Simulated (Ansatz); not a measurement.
# Zr2CO2 MXene monolayer in a perpendicular field, part 2 of 4

Aim: how the Zr2CO2 MXene monolayer screens a field along its normal, and what the field does to its bands. A positive field points along +c.

Ansatz 0.2.0; plane-wave DFT, PBE-D3(BJ), Ansatz PAW (the session's first sound run).

So far. Step 2 (Relaxing the slab): The lattice constant a goes from 3.289 to 3.291 Å.

## 3. Atoms held, field 0

A sawtooth potential applies the field, turning back in the middle of the vacuum. With the dipole correction the typed value is the field outside the slab. The induced dipole is small, so the SCF threshold is tight.

The cell differs from the one that the last finished run ended in (c 40.953 → 22.638 Å).

File input.yaml:

```yaml
crystal:
  lattice:
    - [3.2909635229, 0.0, 0.0]
    - [-1.6454817614, 2.8500580137, 0.0]
    - [0.0, 0.0, 22.6379547632]
  atoms:
    - { symbol: O, position: [0.3333333333, 0.6666666667, 0.3975624165] }
    - { symbol: Zr, position: [0.6666666667, 0.3333333333, 0.4384030474] }
    - { symbol: C, position: [0.0, 0.0, 0.5] }
    - { symbol: Zr, position: [0.3333333333, 0.6666666667, 0.5615969526] }
    - { symbol: O, position: [0.6666666667, 0.3333333333, 0.6024375835] }
kpoints:
  mp_grid: { grid: [18, 18, 1] }
  band_path:
    path: [[0, 0, 0], [0.5, 0, 0], [0.33333333, 0.33333333, 0], [0, 0, 0]]
    npoints: 16
hamiltonian:
  xc: pbe
  dispersion: d3bj
scf:
  occupations: { method: fermi_dirac, width: 0.02585 }
  convergence: { dr2_threshold: 1.0e-10 }
efield:
  axis: 3
  dipole_correction: true
  ramp_position: 0.97
  ramp_width: 0.06
  amplitude: 0
output:
  dos: { projected: true, e_range: [-6, 5] }
  bader: true
  write_potential: true
  write_density: true
  volumetric_format: npy
  elf: true
```

Launch:

```bash
> ansatz run input.yaml --threads 2 --pin off --max-ram 3072MiB --backend cpu --events-out ev --progress --plain --runs-dir out
```

Numbers of over 12 decimals in the logs are rounded to 6 here.

Output:

```text
[...]
Crystal: 5 atoms, lattice volume = 212.331 Å³
Basis set: ecut = 420 eV, 4227 PW (Γ)
Bands: 25, of which v1, the nominal top of the filled ones, is band 20 counted from 1 (19 counted from 0)
Symmetry: 6 space group operations
k-points: 37 of 324 (time reversal used)
[...]
SCF iter   1: F=—  HF=-9760.699337 eV  |F-HF|=—  |Δ(HF+E_count)|=         —  Δρ=2.98e-3  dr2=2.87e-2  ethr=1.77e-3  p=0.000 e·Å  D=7.88e-14 V/Å  ΔV_dip=-0.00 eV  dr2_dipole=9.96e-9  V_vac-E_F(+/−)=4.94/4.94 eV  ⟨swp⟩=8.6  Hψ=4800  notcnv=0
efield: sawtooth ramp at fractional position 0.9700 (set: `efield.ramp_position`, or a place that a band, a saddle search or an elastic batch's reference lends), width 0.0600; the density the first Hamiltonian is built on has a dipole p = 0.000 e·Å; the dipole correction subtracts the counter field D = 7.88e-14 V/Å, which shifts the + side's vacuum level by -0.00 eV against the − side's; the planar-averaged density in the ramp window peaks in size at 3.0e-6 e/Å³
[...]
SCF iter   2: F=—  HF=-9760.704680 eV  |F-HF|=—  |Δ(HF+E_count)|=   5.34e-3  Δρ=3.57e-3  dr2=5.88e-2  ethr=7.17e-5  p=-0.000 e·Å  D=-6.52e-5 V/Å  ΔV_dip=0.00 eV  dr2_dipole=2.08e-7  V_vac-E_F(+/−)=4.72/4.72 eV  ⟨swp⟩=3.3  Hψ=1920  notcnv=0  defer=31
[...]
SCF iter  13: F=-9760.695787 eV  HF=-9760.695787 eV  |F-HF|=1.27e-11  |Δ(HF+E_count)|=  3.09e-11  Δρ=1.03e-7  dr2=1.13e-11  ethr=1.00e-12  p=0.000 e·Å  D=7.32e-8 V/Å  ΔV_dip=-0.00 eV  dr2_dipole=4.00e-15  V_vac-E_F(+/−)=4.92/4.92 eV  ⟨swp⟩=6.5  Hψ=2992  notcnv=0
SCF 1 converged in 13 iterations: F = -9760.695787 eV  dr2 = 1.13e-11
[...]
NSCF: frozen V_eff on 49 k-points
efield: sawtooth ramp at fractional position 0.9700 (kept from the solve that this one continues, or follows in the run), width 0.0600; the density the first Hamiltonian is built on has a dipole p = 0.000 e·Å; the dipole correction subtracts the counter field D = 7.32e-8 V/Å, which shifts the + side's vacuum level by -0.00 eV against the − side's; the planar-averaged density in the ramp window peaks in size at 7.3e-7 e/Å³
[...]
SCF converged after 13 iterations
Free energy (F): -9760.695787 eV
[...]
Internal energy: -9760.695787 eV  (E = F + TS)
E sigma→0 (E₀):  -9760.695787 eV
Fermi energy:    0.488292 eV
Dipole field:    D = -0.000000 V/Å  (p = -0.000000 e·Å, saw-weighted, corrected)
Work function:   Φ+ = 4.9179 eV   Φ− = 4.9179 eV
Levels:          The Fermi level and band energies are counted from a zero that moves with the ramp; work functions are not
[...]
--- Band table (eV; the first three rows and the last of 37) ---
  k-point 0: bands = [... 16 lower, -4.1353, -1.1636, 0.0269, 0.0269, 1.8934, 1.8934, 2.3156, 3.3152, ... 1 higher]
  k-point 1: bands = [... 16 lower, -4.0832, -1.1011, -0.2415, -0.1006, 1.9331, 2.0510, 2.3280, 3.3297, ... 1 higher]
  k-point 2: bands = [... 16 lower, -3.9467, -0.9909, -0.8128, -0.3767, 1.7831, 2.3983, 2.5588, 3.4030, ... 1 higher]
  k-point 36: bands = [... 16 lower, -3.6026, -2.2529, -2.2270, -2.2270, 2.2000, 3.1285, 3.1285, 3.9499, ... 1 higher]
--- Bader charges: 5 sites ---
  site symbol  charge [e]  shift [e]
     0      O     -1.2671     0.0003
     1     Zr      2.2598     0.0004
     2      C     -1.9853     0.0013
     3     Zr      2.2597     0.0004
     4      O     -1.2671     0.0003
  estimated error of the sums over rays = 8.4e-4 e
```

It took 25 s on 2 threads of Intel Xeon 6975P-C (Granite Rapids), shared host; peak memory 0.65 GiB.

Reading the cycles: dr2 is the Hartree energy of the density residual (eV), the measure of convergence; HF is the Harris–Foulkes estimate of the energy, which meets the free energy F at convergence.

Numbers from this step:

| Item | Value |
| --- | --- |
| gap on the k-mesh | 0.9501 eV |
| dipole along the normal | -1.11e-8 e·Å |
| gap along the path | 0.9501 eV |
| smallest direct gap along the path | 1.867 eV |
| ionisation energy, upper face | 5.379 eV |
| electron affinity, upper face | 4.429 eV |
| gap, the smaller of path and mesh | 0.9501 eV |

Running mean over a fixed 2.7 Å (it still follows the layers) of the planar mean; the ramp of the sawtooth is left out. Electron's electrostatic potential energy less the Fermi level against z:

z (Å), electron's electrostatic potential energy less the Fermi level (eV) and a bar from the least value:
```
      3.0        4.9 ##############################
      3.5        4.9 ##############################
      4.0        4.9 ##############################
      4.5        4.9 ##############################
      5.0        4.9 ##############################
      5.5        4.9 ##############################
      6.0        4.9 ##############################
      6.5        4.9 ##############################
      7.0        4.6 #############################
      7.5        3.4 ###########################
      8.0        0.6 ######################
      8.5       -3.2 ###############
      9.0       -7.1 #######
      9.5       -9.4 ###
     10.0      -10.8 
     10.5      -10.7 #
     11.0       -9.7 ##
     11.5       -9.6 ###
     12.0      -10.4 #
     12.5      -11.0 
     13.0       -9.9 ##
     13.5       -7.9 ######
     14.0       -4.4 ############
     14.5       -0.4 ####################
     15.0        2.8 ##########################
     15.5        4.5 #############################
     16.0        4.8 ##############################
     16.5        4.9 ##############################
     17.0        4.9 ##############################
     17.5        4.9 ##############################
     18.0        4.9 ##############################
     18.5        4.9 ##############################
     19.0        4.9 ##############################
     19.5        4.9 ##############################
```

The density of states has structure finer than the step of the table below, so its rows give means over 0.2 eV, whole bins alone (the curve runs from -6 to 2.46 eV). Peaks (eV: height): -5.17: 11.5, -4.81: 13.7, -4.68: 9.85, -4.54: 9.21, -4.26: 10.4, -4.21: 13.9, -4.02: 8.64.

The density of states by energy, zero at the Fermi level of the run, which the smearing sets inside the gap; means over each step:

energy (eV), density of states (states/eV a cell) and a bar:
```
     -5.8        1.4 #####
     -5.6        4.7 ################
     -5.4        5.1 ##################
     -5.2        8.6 ##############################
     -5.0        4.3 ###############
     -4.8        7.2 #########################
     -4.6        8.5 ##############################
     -4.4        5.2 ##################
     -4.2        7.3 #########################
     -4.0        5.4 ###################
     -3.8        0.0 
     -3.6        0.0 
     -3.4        0.0 
     -3.2        1.6 #####
     -3.0        2.5 #########
     -2.8        3.6 #############
     -2.6        1.9 #######
     -2.4        1.9 #######
     -2.2        2.2 ########
     -2.0        3.4 ############
     -1.8        4.3 ###############
     -1.6        4.1 ##############
     -1.4        2.3 ########
     -1.2        0.8 ###
     -1.0        0.5 ##
     -0.8        0.4 #
     -0.6        0.3 #
     -0.4        0.0 
     -0.2        0.0 
      0.0        0.0 
      0.2        0.0 
      0.4        0.0 
      0.6        1.1 ####
      0.8        1.6 #####
      1.0        2.0 #######
      1.2        2.6 #########
      1.4        1.8 ######
      1.6        1.2 ####
      1.8        0.5 ##
      2.0        0.8 ###
      2.2        1.0 ###
```

Projected DOS per atom over height of the atomic layer and energy from the Fermi level. Layers: O Zr C Zr O from below.

Ten even steps from '_' (0.00 states/eV) to '@' (2.81 states/eV), each cell a mean:
```
__..__..__
__________
__::__::__
__--__--__
__..__..__
__________
__________
__________
__________
____..____
....**....
....**....
__..--..__
....==....
__..::..__
__________
==______==
%%::..::%%
@@--..--@@
##::__::##
**--..--**
::..__..::
```
Columns: height of the atomic layer (Å) from 9 to 13.6 (not evenly spaced); rows upwards: energy from the Fermi level (eV) from -5.96 to 2.41.

The electronic bands at the labelled points (eV, zero at the Fermi level of the run, which the smearing sets inside the gap):

```tsv
point	band 17	band 18	band 19	band 20	band 21	band 22	band 23	band 24
Γ	-4.62	-1.65	-0.46	-0.46	1.41	1.41	1.83	2.83
halfway	-4.19	-2.72	-1.53	-1.45	0.84	2.65	2.75	3.45
M	-3.90	-3.29	-1.80	-1.47	0.49	2.72	3.55	3.90
halfway	-3.94	-3.14	-2.32	-2.02	1.24	2.77	2.96	3.58
K	-4.09	-2.74	-2.72	-2.72	1.71	2.64	2.64	3.46
halfway	-4.25	-2.70	-2.08	-1.59	1.22	2.35	3.17	3.21
Γ	-4.62	-1.65	-0.46	-0.46	1.41	1.41	1.83	2.83
```

Electrostatic potential energy in the ca plane at fractional y = 0.333, with atoms of Zr and O within 0.2 Å of it. With pseudopotentials it is smooth inside the atoms' cores, unlike the true potential.

Ten even steps from '0' (-48 eV) to '9' (6 eV), each cell a mean:
```
99999999999999999874346899888888999999999999
99999999999999999740003789998623799999999999
99999999999999998720001689998300599999999999
99999999999999998730002689998411699999999999
99999999999999999862115899988756999999999999
99999999999999999886667899877789999999999999
99999999999999999988888988766688999999999999
99999999999999999998889988765678999999999999
99999999999999999988788998876789999999999999
```
Columns run along c (16.0 Å, from fractional 0.12 to 0.82 of the cell; values clipped at the 3rd and 97th percentile), rows up along a (3.3 Å). Atoms in or near the plane, at fractional coordinates: Zr at (0.44, 0.67), O at (0.60, 0.67).

Valence density in the ca plane at fractional y = 0.333, with atoms of Zr and O within 0.2 Å of it. It is the smooth field of the valence electrons, not physical close to the nuclei.

Ten steps, logarithmic in the rise over the least value, from '0' (0.0 e/Å³) to '9' (6.2 e/Å³), each cell a mean:
```
00000000000000001246664333333455310000000000
00000000000000001368886422224788631000000000
00000000000000001378887422235899731000000000
00000000000000001368887422225799731000000000
00000000000000001257875332234576521000000000
00000000000000012334544333334444210000000000
00000000000000012343333444445432100000000000
00000000000000012443333444455421100000000000
00000000000000012333333444344432100000000000
```
Columns run along c (16.0 Å, from fractional 0.12 to 0.82 of the cell), rows up along a (3.3 Å). Atoms in or near the plane, at fractional coordinates: Zr at (0.44, 0.67), O at (0.60, 0.67).

ELF in the ca plane at fractional y = 0.333, with atoms of Zr and O within 0.2 Å of it. It is the smooth field of the valence electrons, not physical close to the nuclei.

Values, 5 rows by 16 columns, each cell a mean:
```
0.00 0.00 0.00 0.00 0.00 0.06 0.23 0.64 0.31 0.23 0.39 0.74 0.34 0.02 0.00 0.00
0.00 0.00 0.00 0.00 0.00 0.01 0.42 0.50 0.37 0.13 0.62 0.66 0.47 0.04 0.00 0.00
0.00 0.00 0.00 0.00 0.00 0.06 0.25 0.65 0.31 0.21 0.41 0.74 0.35 0.02 0.00 0.00
0.00 0.00 0.00 0.00 0.02 0.25 0.48 0.18 0.55 0.37 0.23 0.19 0.07 0.00 0.00 0.00
0.00 0.00 0.00 0.00 0.02 0.26 0.49 0.17 0.56 0.37 0.22 0.16 0.06 0.00 0.00 0.00
```
Columns run along c (16.0 Å, from fractional 0.12 to 0.82 of the cell), rows up along a (3.3 Å). Atoms in or near the plane, at fractional coordinates: Zr at (0.44, 0.67), O at (0.60, 0.67).

The gap is 0.95 eV, with the valence edge 5.38 eV and the conduction edge 4.43 eV under the upper vacuum level.

## 4. Atoms held, field 0.1 V/Å

input.yaml, as its differences from that of step 3:

```diff
@@ -27,6 +27,4 @@
   ramp_width: 0.06
-  amplitude: 0
+  amplitude: 0.1
 output:
-  dos: { projected: true, e_range: [-6, 5] }
-  bader: true
   write_potential: true
@@ -34,2 +32 @@
   volumetric_format: npy
-  elf: true
```

Output:

```text
[...]
Crystal: 5 atoms, lattice volume = 212.331 Å³
Basis set: ecut = 420 eV, 4227 PW (Γ)
Bands: 25, of which v1, the nominal top of the filled ones, is band 20 counted from 1 (19 counted from 0)
Symmetry: 6 space group operations
k-points: 37 of 324 (time reversal used)
[...]
k-point 0: bands = [... 16 lower, -4.1352, -1.1639, 0.0266, 0.0266, 1.8931, 1.8931, 2.3152, 3.3150, ... 1 higher]
  k-point 1: bands = [... 16 lower, -4.0831, -1.1014, -0.2418, -0.1009, 1.9328, 2.0506, 2.3277, 3.3295, ... 1 higher]
  k-point 2: bands = [... 16 lower, -3.9466, -0.9912, -0.8131, -0.3770, 1.7827, 2.3979, 2.5584, 3.4028, ... 1 higher]
  k-point 36: bands = [... 16 lower, -3.6005, -2.2533, -2.2336, -2.2207, 2.1997, 3.1128, 3.1436, 3.9497, ... 1 higher]
[key lines of the parts left out:]
SCF converged after 16 iterations
Free energy (F): -9760.697232 eV
Fermi energy:    0.487959 eV
Dipole field:    D = 0.024628 V/Å  (p = 0.028899 e·Å, saw-weighted, corrected)
```

Run time: 13 s. Hardware: 2 threads; peak memory 0.61 GiB.

The dipole is 0.0289 e·Å, and the gap 0.950 eV.

## 5. Atoms held, field -0.1 V/Å

input.yaml, as its differences from that of step 4:

```diff
@@ -27,3 +27,3 @@
   ramp_width: 0.06
-  amplitude: 0.1
+  amplitude: -0.1
 output:
```

Output:

```text
[...]
Crystal: 5 atoms, lattice volume = 212.331 Å³
Basis set: ecut = 420 eV, 4227 PW (Γ)
Bands: 25, of which v1, the nominal top of the filled ones, is band 20 counted from 1 (19 counted from 0)
Symmetry: 6 space group operations
k-points: 37 of 324 (time reversal used)
[...]
k-point 0: bands = [... 16 lower, -4.1352, -1.1639, 0.0266, 0.0266, 1.8931, 1.8931, 2.3152, 3.3150, ... 1 higher]
  k-point 1: bands = [... 16 lower, -4.0831, -1.1014, -0.2418, -0.1009, 1.9328, 2.0506, 2.3277, 3.3295, ... 1 higher]
  k-point 2: bands = [... 16 lower, -3.9466, -0.9912, -0.8131, -0.3770, 1.7827, 2.3979, 2.5584, 3.4028, ... 1 higher]
  k-point 36: bands = [... 16 lower, -3.6005, -2.2533, -2.2336, -2.2207, 2.1997, 3.1128, 3.1436, 3.9497, ... 1 higher]
[key lines of the parts left out:]
SCF converged after 16 iterations
Free energy (F): -9760.697232 eV
Fermi energy:    0.487958 eV
Dipole field:    D = -0.024628 V/Å  (p = -0.028899 e·Å, saw-weighted, corrected)
```

Wall time 14 s (2 threads); peak memory 0.6 GiB; 27 s of CPU time.

The dipole is -0.0289 e·Å, and the gap 0.950 eV.

## 6. Single point, field 0.5 V/Å

input.yaml, as its differences from that of step 5:

```diff
@@ -27,3 +27,3 @@
   ramp_width: 0.06
-  amplitude: -0.1
+  amplitude: 0.5
 output:
```

Output:

```text
[...]
Crystal: 5 atoms, lattice volume = 212.331 Å³
Basis set: ecut = 420 eV, 4227 PW (Γ)
Bands: 25, of which v1, the nominal top of the filled ones, is band 20 counted from 1 (19 counted from 0)
Symmetry: 6 space group operations
k-points: 37 of 324 (time reversal used)
[...]
k-point 0: bands = [... 16 lower, -4.1331, -1.1715, 0.0189, 0.0189, 1.8842, 1.8842, 2.3056, 3.2814, ... 1 higher]
  k-point 1: bands = [... 16 lower, -4.0813, -1.1089, -0.2495, -0.1085, 1.9236, 2.0416, 2.3185, 3.3244, ... 1 higher]
  k-point 2: bands = [... 16 lower, -3.9454, -0.9990, -0.8203, -0.3846, 1.7738, 2.3886, 2.5481, 3.3978, ... 1 higher]
  k-point 36: bands = [... 16 lower, -3.5905, -2.2635, -2.2608, -2.1989, 2.1909, 3.0429, 3.1967, 3.9439, ... 1 higher]
[key lines of the parts left out:]
SCF converged after 16 iterations
Free energy (F): -9760.731923 eV
Fermi energy:    0.479796 eV
Dipole field:    D = 0.123233 V/Å  (p = 0.144604 e·Å, saw-weighted, corrected)
```

Elapsed: 13 s, on 2 threads; peak memory 0.6 GiB.

The dipole is 0.145 e·Å, and the gap 0.949 eV.

## 7. Single point, field -0.3 V/Å

input.yaml, as its differences from that of step 6:

```diff
@@ -27,4 +27,6 @@
   ramp_width: 0.06
-  amplitude: 0.5
+  amplitude: -0.3
 output:
+  dos: { projected: true, e_range: [-6, 5] }
+  bader: true
   write_potential: true
@@ -32 +34,2 @@
   volumetric_format: npy
+  elf: true
```

Output:

```text
[...]
Crystal: 5 atoms, lattice volume = 212.331 Å³
Basis set: ecut = 420 eV, 4227 PW (Γ)
Bands: 25, of which v1, the nominal top of the filled ones, is band 20 counted from 1 (19 counted from 0)
Symmetry: 6 space group operations
k-points: 37 of 324 (time reversal used)
[...]
k-point 36: bands = [... 16 lower, -3.5958, -2.2558, -2.2479, -2.2091, 2.1968, 3.0793, 3.1716, 3.9478, ... 1 higher]
--- Bader charges: 5 sites ---
  site symbol  charge [e]  shift [e]
     0      O     -1.2580     0.0003
     1     Zr      2.2631     0.0004
     2      C     -1.9852     0.0013
     3     Zr      2.2562     0.0004
     4      O     -1.2762     0.0003
  estimated error of the sums over rays = 8.4e-4 e
[key lines of the parts left out:]
SCF converged after 16 iterations
Free energy (F): -9760.708793 eV
Fermi energy:    0.485258 eV
Dipole field:    D = -0.073905 V/Å  (p = -0.086721 e·Å, saw-weighted, corrected)
```

The job ended after 26 s (2 threads; peak memory 0.63 GiB; 51 s of CPU time).

The dipole is -0.0867 e·Å, and the gap 0.950 eV.

[end of part 2 of 4]

[Logs are printed without paths, hosts, clocks, repeated set-up lines and the standing remarks that a program may print on its own settings, such as how far it seeks lower states.]

[Hosts, paths, dates, database ids (printed as entryN), source tags and the programs' standing remarks are cut or masked in the printed files.]

[Maps of the electrostatic potential energy from Ansatz leave out the sawtooth potential of an applied field or a dipole correction, so their vacuum need not be flat; planar profiles and work functions include it.]

[The density of states shown here was stored with 400 of the rows of the run's finer table, so its peaks can read low, often by over a quarter, or be missed, and its means over a window can be off by a tenth or more.]
